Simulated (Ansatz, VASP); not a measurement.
# Ni: VASP beside Ansatz

```
CELL_PARAMETERS angstrom
2.15318 0.00000 0.00000
-1.07659 1.86471 0.00000
0.00000 0.00000 2.06714
ATOMIC_POSITIONS crystal
Ni 0.00000 0.00000 0.00000
```

Alike in both runs: functional PBE; k mesh 18 × 18 × 17; occupations fermi-dirac, width 0.1 eV; collinear spin.

Ansatz relaxed the structure, and its values are those at the end. VASP's run is a single point on that final structure, the one shown.

```csv
,VASP,Ansatz
version,VASP 6.6.1,Ansatz 0.2.0
potentials or method,"VASP PAW PBE potentials, release 64 (Ni)","PAW with Ansatz's default frozen-core files, scalar-relativistic"
plane-wave cutoff (eV),520,420
valence electrons in the cell,10,18
```

|  | VASP | Ansatz | Ansatz less VASP |
| --- | --- | --- | --- |
| net moment per atom (μB) | 0.00 | 0.00 | -0.003 |

The functional is the same, so the differences come from potentials, cutoffs and numerics. The two sets of potentials don't hold the same shells in valence. Ansatz warned: «seeded_moment_not_kept».
